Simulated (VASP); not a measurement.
# SnSe2 (P-3m1) in VASP: a series of runs

One crystal, SnSe2, is run at these levels: rSCAN, r2SCAN+D3(BJ), PBE; tasks: relaxation of cell and atoms, single point.

Everything below comes from runs of VASP 6.6.1. Logs are shortened: lines on timing, memory, paths and dates and some standing lists are left out, and cuts for length are marked.

### Step 1. The structure

It takes space group P-3m1 (No. 164, trigonal). The conventional cell has a = 3.811 Å, b = 3.811 Å, c = 6.136 Å, α = 90.00°, β = 90.00°, γ = 120.00°. Sn (site symmetry -3m) has 6 Se at 2.68 Å as nearest neighbours. Se (site symmetry 3m) has 3 Sn at 2.68 Å as nearest neighbours.

### Step 2. Relaxation of cell and atoms, rSCAN

Input file INCAR:

```
PREC = Accurate
ENCUT = 600
EDIFF = 1E-7
ISMEAR = 0
SIGMA = 0.05
LREAL = F
LASPH = T
NELM = 60
ALGO = Normal
ISIF = 3
LWAVE = F
LCHARG = F
METAGGA = RSCAN
LMIXTAU = T
IBRION = 2
NSW = 40
EDIFFG = -0.01
```

Input file KPOINTS:

```
regular mesh
0
Gamma
  8 8 5
```

Input file POSCAR:

```
SnSe2
1.0
    3.8110000000      0.0000000000      0.0000000000
   -1.9055000000      3.3004228138      0.0000000000
    0.0000000000      0.0000000000      6.1360000000
Sn Se
1 2
Direct
    0.0000000000      0.0000000000      0.0000000000
    0.6666666667      0.3333333333      0.7510000000
    0.3333333333      0.6666666667      0.2490000000
```

Potentials or basis: VASP PAW PBE potentials, release 64 (Sn_d, Se).

On the command line:

```bash
$ cat potpaw_PBE.64/Sn_d/POTCAR potpaw_PBE.64/Se/POTCAR > POTCAR
$ mpirun -np 1 vasp_std > vasp.out
```

OUTCAR:

```text
PREC = Accurate
   ENCUT = 600
   EDIFF = 1E-7
   ISMEAR = 0
   LREAL = F
   LASPH = T
   NELM = 60
   ISIF = 3
   METAGGA = RSCAN
   IBRION = 2
   NSW = 40
   EDIFFG = -0.01

 ion  position               nearest neighbor table
   1  0.000  0.000  0.000-   2 2.68   3 2.68   3 2.68   2 2.68   2 2.68   3 2.68
   2  0.667  0.333  0.751-   1 2.68   1 2.68   1 2.68
   3  0.333  0.667  0.249-   1 2.68   1 2.68   1 2.68

  LATTYP: Found a hexagonal cell.
 ALAT       =     3.8110000000
 C/A-ratio  =     1.6100760955

  Lattice vectors:

 A1 = (   3.8110000000,   0.0000000000,   0.0000000000)
 A2 = (  -1.9055000000,   3.3004228138,   0.0000000000)
 A3 = (   0.0000000000,   0.0000000000,   6.1360000000)

Analysis of symmetry for initial positions (statically):
=====================================================================
 Subroutine PRICEL returns:
 Original cell was already a primitive cell.

 Routine SETGRP: Setting up the symmetry group for a
 hexagonal supercell.

 Subroutine GETGRP returns: Found 12 space group operations
 (whereof 12 operations were pure point group operations)
 out of a pool of 24 trial point group operations.

The static configuration has the point symmetry D_3d.

Analysis of symmetry for dynamics (positions and initial velocities):
=====================================================================
 Subroutine PRICEL returns:
 Original cell was already a primitive cell.

 Routine SETGRP: Setting up the symmetry group for a
 hexagonal supercell.

 Subroutine GETGRP returns: Found 12 space group operations
 (whereof 12 operations were pure point group operations)
 out of a pool of 24 trial point group operations.

The dynamic configuration has the point symmetry D_3d.

 Subroutine INISYM returns: Found 12 space group operations
 (whereof 12 operations are pure point group operations),
 and found     1 'primitive' translations

----------------------------------------------------------------------------------------

                                     Primitive cell

  volume of cell :      77.1781

  direct lattice vectors                    reciprocal lattice vectors
     3.811000000  0.000000000  0.000000000     0.262398321  0.151495741  0.000000000
    -1.905500000  3.300422814  0.000000000     0.000000000  0.302991482  0.000000000
     0.000000000  0.000000000  6.136000000     0.000000000  0.000000000  0.162972621

  length of vectors
     3.811000000  3.811000000  6.136000000     0.302991482  0.302991482  0.162972621

  position of ions in fractional coordinates (direct lattice)
     0.000000000  0.000000000  0.000000000
     0.666666667  0.333333333  0.751000000
     0.333333333  0.666666667  0.249000000

  ion indices of the primitive-cell ions
   primitive index   ion index
                 1           1
                 2           2
                 3           3

----------------------------------------------------------------------------------------

 KPOINTS: regular mesh

Automatic generation of k-mesh.
 Grid dimensions read from file:
 generate k-points for:    8    8    5

 Generating k-lattice:

  Cartesian coordinates                     Fractional coordinates (reciprocal lattice)
     0.032799790  0.018936968  0.000000000     0.125000000  0.000000000  0.000000000
     0.000000000  0.037873935  0.000000000     0.000000000  0.125000000  0.000000000
     0.000000000  0.000000000  0.032594524     0.000000000  0.000000000  0.200000000

  Length of vectors
     0.037873935  0.037873935  0.032594524

  Shift w.r.t. Gamma in fractional coordinates (k-lattice)
     0.000000000  0.000000000  0.000000000

 Subroutine IBZKPT returns following result:
 ===========================================

 Found     40 irreducible k-points:

 Following reciprocal coordinates:
            Coordinates               Weight
  0.000000  0.000000  0.000000      1.000000
  0.125000  0.000000  0.000000      6.000000
  0.250000  0.000000  0.000000      6.000000
  0.375000  0.000000  0.000000      6.000000
  0.500000  0.000000  0.000000      3.000000
[... 46 lines left out ...]
     16       8.8926      0.00000
     17       8.8926      0.00000
[... 443 lines left out ...]
      1     -18.1711      2.00000
      2     -18.1285      2.00000
      3     -18.0679      2.00000
      4     -18.0537      2.00000
      5     -18.0346      2.00000
      6      -9.0027      2.00000
[... 9 lines left out ...]
     16      10.4006      0.00000
     17      11.1535      0.00000

 [... further k-points ...]

------------------------ aborting loop because EDIFF is reached ----------------------------------------

  FORCE on cell =-STRESS in cart. coord.  units (eV):
  Direction    XX          YY          ZZ          XY          YZ          ZX
  --------------------------------------------------------------------------------------
  -------------------------------------------------------------------------------------
  Total        1.5008038      1.5008038      2.1660163      0.0000000      0.0000000      0.0000000
  in kB       31.1559228     31.1559228     44.9653967      0.0000000      0.0000000      0.0000000
  external PRESSURE =      35.7590808 kB  Pullay stress =       0.0000000 kB
[... 92 lines left out ...]
  FREE ENERGIE OF THE ION-ELECTRON SYSTEM (eV)
  ---------------------------------------------------
  free  energy   TOTEN  =       -92.8987152391 eV

  energy  without entropy=      -92.8987152391  energy(sigma->0) =      -92.89871524

[... ionic steps 4 to 14 ...]

--------------------------------------- Ionic step       15  -------------------------------------------

 number of electron      25.9999989 magnetization

------------------------ aborting loop because EDIFF is reached ----------------------------------------

  FORCE on cell =-STRESS in cart. coord.  units (eV):
  Direction    XX          YY          ZZ          XY          YZ          ZX
  --------------------------------------------------------------------------------------
  -------------------------------------------------------------------------------------
  Total       -0.0626094     -0.0626094      0.0705697      0.0000000      0.0000000     -0.0000000
  in kB       -1.2092645     -1.2092645      1.3630143      0.0000000      0.0000000     -0.0000000
  external PRESSURE =      -0.3518383 kB  Pullay stress =       0.0000000 kB
[... 59 lines left out ...]
  energy  without entropy=      -92.9056660445  energy(sigma->0) =      -92.90566604

--------------------------------------- Ionic step       17  -------------------------------------------

 number of electron      25.9999988 magnetization

 Free energy of the ion-electron system (eV)
  ---------------------------------------------------
  ext. energy  EPLUGINS =         0.00000000
  ---------------------------------------------------
  free energy    TOTEN  =       -92.90576361 eV

  energy without entropy =      -92.90576361  energy(sigma->0) =      -92.90576361

 E-fermi :   3.2600     XC(G=0):  -9.6641

 val. band max:        3.0370596503   @ k =   0.1250   0.0000   0.2000
 cond. band min:       4.0465375194   @ k =   0.5000   0.0000   0.4000
 fundamental gap:      1.0094778691
 Fermi energy:         3.2599881207

 k-point     1 :       0.0000    0.0000    0.0000
  band No.  band energies     occupation
      1     -18.8180      2.00000
      2     -18.8180      2.00000
      3     -18.7610      2.00000
      4     -18.7543      2.00000
      5     -18.7543      2.00000
      6     -11.0406      2.00000
[... 9 lines left out ...]
     16       8.0908      0.00000
     17       8.0908      0.00000
[... 443 lines left out ...]
      1     -18.8537      2.00000
      2     -18.8174      2.00000
      3     -18.7606      2.00000
      4     -18.7473      2.00000
      5     -18.7293      2.00000
      6      -9.5230      2.00000
[... 9 lines left out ...]
     16       9.4268      0.00000
     17      10.0190      0.00000

 [... further k-points ...]

------------------------ aborting loop because EDIFF is reached ----------------------------------------

  FORCE on cell =-STRESS in cart. coord.  units (eV):
  Direction    XX          YY          ZZ          XY          YZ          ZX
  --------------------------------------------------------------------------------------
  -------------------------------------------------------------------------------------
  Total       -0.0240719     -0.0240719     -0.0002009      0.0000000      0.0000000      0.0000000
  in kB       -0.4651143     -0.4651143     -0.0038821      0.0000000      0.0000000      0.0000000
  external PRESSURE =      -0.3113702 kB  Pullay stress =       0.0000000 kB
[... 18 lines left out ...]
  FREE ENERGIE OF THE ION-ELECTRON SYSTEM (eV)
  ---------------------------------------------------
  free  energy   TOTEN  =       -92.9057636142 eV

  energy  without entropy=      -92.9057636142  energy(sigma->0) =      -92.90576361

 reached required accuracy - stopping structural energy minimisation
```

It took 35 min on 1 thread of AMD EPYC 9R45 (Zen 5), shared host; peak memory 0.24 GiB.

Results:

| Property | Result |
| --- | --- |
| Free energy | -92.9058 eV |
| Relaxed volume | 27.64 Å³/atom |
| Relaxed cell | a = 3.844 Å, b = 3.844 Å, c = 6.480 Å, α = 90.00°, β = 90.00°, γ = 120.00° |
| Space group after relaxing (to 0.05 Å) | P-3m1 (No. 164) |
| Energy gained by relaxing | 16.9 meV/atom |
| Ionic steps | 17 |
| Pressure after relaxing | 0.0 GPa |
| Band gap on the k mesh | 1.01 eV, indirect (least direct gap 1.48 eV) |

The path:
```
step  energy change (eV)  largest force (eV/Å)  pressure (GPa)  volume (Å³)
   1              0.0000                0.5219            3.58        77.18
   2             -0.0079                0.5012           -2.78        83.77
   3             -0.0437                0.0477           -0.05        80.53
   4             -0.0437                0.0374            0.02        80.46
   5             -0.0450                0.0580            0.04        80.50
   6             -0.0458                0.0879            0.08        80.54
   7             -0.0458                0.0939            0.09        80.55
   8             -0.0470                0.0667            0.14        80.78
   9             -0.0491                0.0152            0.32        81.48
  10             -0.0474                0.1837            0.66        82.87
  11             -0.0494                0.0684            0.44        81.89
  12             -0.0499                0.0554            0.32        82.16
  13             -0.0504                0.0380            0.16        82.53
  14             -0.0505                0.0044           -0.18        83.27
  15             -0.0506                0.0191           -0.04        82.95
  16             -0.0506                0.0145           -0.03        82.94
  17             -0.0507                0.0007           -0.03        82.92
```

Final structure:
```cif
data_structure
_symmetry_space_group_name_H-M 'P 1'
_symmetry_Int_Tables_number 1
_cell_length_a 3.8439
_cell_length_b 3.8439
_cell_length_c 6.4802
_cell_angle_alpha 90.000
_cell_angle_beta 90.000
_cell_angle_gamma 120.000
_cell_volume 82.92
loop_
_atom_site_label
_atom_site_type_symbol
_atom_site_fract_x
_atom_site_fract_y
_atom_site_fract_z
_atom_site_occupancy
Sn1 Sn 0.00000 0.00000 0.00000 1
Se1 Se 0.66667 0.33333 0.75737 1
Se2 Se 0.33333 0.66667 0.24263 1
```

Caveat: the PAW data sets were made with another functional, which shifts forces and pressure a little; spin-orbit coupling is left out, which moves the levels of the heavy elements; an odd mesh through Γ misses points on the zone boundary, where band edges often lie.

### Step 3. Relaxation of cell and atoms, r2SCAN+D3(BJ)

Input file INCAR:

```
PREC = Accurate ; ENCUT = 600
EDIFF = 1E-6 ; ISMEAR = 0
SIGMA = 0.05 ; LREAL = False
LASPH = True ; NELM = 100
ALGO = Normal ; ISIF = 3
LWAVE = False ; LCHARG = False
METAGGA = R2SCAN ; LMIXTAU = True
IVDW = 12 ; VDW_S6 = 1.0
VDW_S8 = 0.78981345 ; VDW_A1 = 0.49484001
VDW_A2 = 5.73083694 ; IBRION = 2
NSW = 40 ; EDIFFG = -0.01
```

KPOINTS is that of step 2.

POSCAR is that of step 2.

Potentials or basis: VASP PAW PBE potentials, release 64 (Sn_d, Se).

On the command line:

```bash
$ cat potpaw_PBE.64/Sn_d/POTCAR potpaw_PBE.64/Se/POTCAR > POTCAR
$ mpirun -np 1 vasp_std > vasp.out
```

Wall time 15 min (1 thread of AMD EPYC 9R45 (Zen 5), shared host); peak memory 0.24 GiB.

It converged, with:

```
Free energy                            : -55.1233 eV
Relaxed volume                         : 26.37 Å³/atom
Relaxed cell                           : a = 3.827 Å, b = 3.827 Å, c = 6.238 Å, α = 90.00°, β = 90.00°, γ = 120.00°
Space group after relaxing (to 0.05 Å) : P-3m1 (No. 164)
Energy gained by relaxing              : 9.6 meV/atom
Ionic steps                            : 11
Pressure after relaxing                : 0.0 GPa
Largest force after relaxing           : 0.003 eV/Å
Band gap on the k mesh                 : 1.01 eV, indirect (least direct gap 1.54 eV)
Dispersion energy per atom             : -0.165 eV
```

Forces in eV/Å, atoms in the order of the input:
```
Sn   0.000  0.000  0.000
Se   0.000  0.000 -0.003
Se   0.000  0.000  0.003
```

Step by step:
| step | energy change (eV) | largest force (eV/Å) | pressure (GPa) | volume (Å³) |
| --- | --- | --- | --- | --- |
| 1 | 0.0000 | 0.5385 | 2.58 | 77.18 |
| 2 | -0.0046 | 0.3320 | -2.44 | 81.89 |
| 3 | -0.0272 | 0.0627 | -0.22 | 79.58 |
| 4 | -0.0272 | 0.0716 | -0.17 | 79.54 |
| 5 | -0.0286 | 0.0341 | -0.05 | 79.28 |
| 6 | -0.0288 | 0.0136 | 0.01 | 79.14 |
| 7 | -0.0288 | 0.0118 | 0.02 | 79.13 |
| 8 | -0.0288 | 0.0039 | -0.03 | 79.16 |
| 9 | -0.0288 | 0.0018 | -0.03 | 79.16 |
| 10 | -0.0288 | 0.0025 | -0.03 | 79.14 |
| 11 | -0.0289 | 0.0033 | -0.04 | 79.10 |

Final structure:
```xyz
3
Lattice="3.8266 0.0000 0.0000 -1.9133 3.3139 0.0000 0.0000 0.0000 6.2376" Properties=species:S:1:pos:R:3 pbc="T T T"
Sn    1.9133    3.3139    0.0000
Se    1.9133    1.1046    4.6633
Se    0.0000    2.2093    1.5742
```

Levels at points of the mesh, in eV from the valence-band top:
| k point | band 11 | band 12 | band 13 | band 14 | band 15 | band 16 |
| --- | --- | --- | --- | --- | --- | --- |
| (0.00, 0.00, 0.00) | -0.27 | -0.27 | -0.08 | 1.47 | 3.61 | 5.09 |
| (0.50, 0.00, 0.00) | -2.51 | -1.17 | -0.25 | 1.43 | 4.30 | 5.83 |

Caveat: the PAW data sets were made with another functional, which shifts forces and pressure a little; spin-orbit coupling is left out, which moves the levels of the heavy elements; an odd mesh through Γ misses points on the zone boundary, where band edges often lie.

### Step 4. Single point, PBE

This run uses another cell than the first one, of 105.05 Å³/atom, 4.083 times its volume.

Input file INCAR:

```
ALGO = Normal
DIPOL = 0.5 0.5 0.500
EDIFF = 1E-8
ENCUT = 750
GGA = PE
IDIPOL = 3
ISIF = 2
ISMEAR = 0
LASPH = True
LCHARG = False
LDIPOL = True
LREAL = False
LVACPOTAV = True
LVHAR = True
LWAVE = False
NBANDS = 24
NELM = 120
PREC = Accurate
SIGMA = 0.05
```

Input file KPOINTS:

```
k-points
0
Gamma
  11 11 1
```

Input file POSCAR:

```
SnSe2
1.0
    3.8110000000      0.0000000000      0.0000000000
   -1.9055000000      3.3004228100      0.0000000000
    0.0000000000      0.0000000000     25.0557280000
Se Sn
2 1
Direct
    0.6666666667      0.3333333333      0.4390213687
    0.3333333333      0.6666666667      0.5609786313
    0.0000000000      0.0000000000      0.5000000000
```

Potentials or basis: VASP PAW PBE potentials, release 64 (Se, Sn_d).

On the command line:

```bash
$ cat potpaw_PBE.64/Se/POTCAR potpaw_PBE.64/Sn_d/POTCAR > POTCAR
$ mpirun -np 1 vasp_std > vasp.out
```

Run time: 2.9 min. Hardware: 1 thread of Intel Xeon 6975P-C (Granite Rapids), shared host; peak memory 0.69 GiB.

It converged, with:

- Free energy: -11.7744 eV
- Largest force: 0.884 eV/Å
- Band gap on the k mesh: 1.01 eV, indirect (least direct gap 1.29 eV)
- Ionisation potential of the upper face: 6.11 eV

Forces in eV/Å, atoms in the order of the input:
```
Se   0.000  0.000 -0.884
Se   0.000  0.000  0.884
Sn   0.000  0.000  0.000
```

Levels at points of the mesh, in eV from the valence-band top:
```tsv
k point	band 9	band 10	band 11	band 12	band 13	band 14	band 15	band 16	band 17	band 18
(0.00, 0.00, 0.00)	-0.94	-0.54	-0.54	-0.11	-0.11	1.77	3.10	4.70	4.70	5.68
```

Caveat: spin-orbit coupling is left out, which moves the levels of the heavy elements.

### Step 5. Single point, PBE

This run uses another cell than the first one, of 105.05 Å³/atom, 4.083 times its volume.

INCAR, as its differences from that of step 4:

```diff
@@ -2,4 +2,4 @@
 DIPOL = 0.5 0.5 0.500
-EDIFF = 1E-8
-ENCUT = 750
+EDIFF = 1E-7
+ENCUT = 650
 GGA = PE
```

Input file KPOINTS:

```
k-points
0
Gamma
  9 9 1
```

POSCAR is that of step 4.

On the command line:

```bash
$ cat potpaw_PBE.64/Se/POTCAR potpaw_PBE.64/Sn_d/POTCAR > POTCAR
$ mpirun -np 1 vasp_std > vasp.out
```

It took 90 s on 1 thread of Intel Xeon 6975P-C (Granite Rapids), shared host; peak memory 0.54 GiB.

These settings aren't checked as converged: the numbers below hold their error.

Results:

```
Free energy                            : -11.7738 eV
Largest force                          : 0.883 eV/Å
Band gap on the k mesh                 : 1.03 eV, indirect (least direct gap 1.31 eV)
Ionisation potential of the upper face : 6.10 eV
```

Caveat: spin-orbit coupling is left out, which moves the levels of the heavy elements.

### Step 6. Single point, PBE

This run uses another cell than the first one, of 88.28 Å³/atom, 3.432 times its volume.

INCAR, as its differences from that of step 5:

```diff
@@ -3,3 +3,3 @@
 EDIFF = 1E-7
-ENCUT = 650
+ENCUT = 520
 GGA = PE
```

KPOINTS is that of step 5.

Input file POSCAR:

```
SnSe2
1.0
    3.8110000000      0.0000000000      0.0000000000
   -1.9055000000      3.3004228100      0.0000000000
    0.0000000000      0.0000000000     21.0557280000
Se Sn
2 1
Direct
    0.6666666667      0.3333333333      0.4274371325
    0.3333333333      0.6666666667      0.5725628675
    0.0000000000      0.0000000000      0.5000000000
```

Potentials or basis: VASP PAW PBE potentials, release 64 (Se, Sn_d).

On the command line:

```bash
$ cat potpaw_PBE.64/Se/POTCAR potpaw_PBE.64/Sn_d/POTCAR > POTCAR
$ mpirun -np 1 vasp_std > vasp.out
```

It took 50 s on 1 thread of Intel Xeon 6975P-C (Granite Rapids), shared host; peak memory 0.39 GiB.

These settings aren't checked as converged: the numbers below hold their error.

Results:

- Free energy: -11.7737 eV
- Largest force: 0.884 eV/Å
- Band gap on the k mesh: 1.03 eV, indirect (least direct gap 1.31 eV)
- Ionisation potential of the upper face: 6.10 eV

Caveat: spin-orbit coupling is left out, which moves the levels of the heavy elements.

### Step 7. The reference run

An earlier run on the cell as given: functional PBEsol; potentials or basis VASP PAW PBE potentials, release 64 (Sn_d, Se); cutoff 520 eV; k mesh 8 × 8 × 5; occupations fermi-dirac, width 0.05 eV; no spin polarisation.

* Pressure: 2.6 GPa
* Largest force: 0.622 eV/Å
* Band gap on the k mesh: 0.73 eV, indirect (least direct gap 1.00 eV)

### Step 8. Summary

```csv
task,level,potentials or basis,cell,k mesh,cutoff (eV),smearing,vacuum (Å),dipole correction,ladder,gap on the mesh (eV),pressure (GPa),relaxed volume (Å³/atom),largest force (eV/Å)
relaxation of cell and atoms,rSCAN,"VASP PAW PBE potentials, release 64 (Sn_d, Se)",relaxed,8 × 8 × 5,600,gaussian 0.05 eV,-,-,-,1.01,0.0,27.64,-
relaxation of cell and atoms,r2SCAN+D3(BJ),"VASP PAW PBE potentials, release 64 (Sn_d, Se)",relaxed,8 × 8 × 5,600,gaussian 0.05 eV,-,-,-,1.01,0.0,26.37,-
single point,PBE,"VASP PAW PBE potentials, release 64 (Se, Sn_d)","P-3m1, 105.05 Å³/atom",11 × 11 × 1,750,gaussian 0.05 eV,22,yes,-,1.01,-,-,0.88
single point,PBEsol,"VASP PAW PBE potentials, release 64 (Sn_d, Se)","P-3m1, 25.73 Å³/atom",8 × 8 × 5,520,fermi-dirac 0.05 eV,-,-,free,0.73,2.6,-,0.62
```

Alike in all rows: no spin polarisation.

Caveats: spin-orbit coupling is left out, which moves the levels of the heavy elements; the PAW data sets were made with another functional, which shifts forces and pressure a little (some runs); an odd mesh through Γ misses points on the zone boundary, where band edges often lie (some runs); this functional lacks dispersion, which binds the layers, so the pressure and a relaxed spacing across them are unreliable (some runs).

Absolute energies hang on the potentials; compare differences alone.
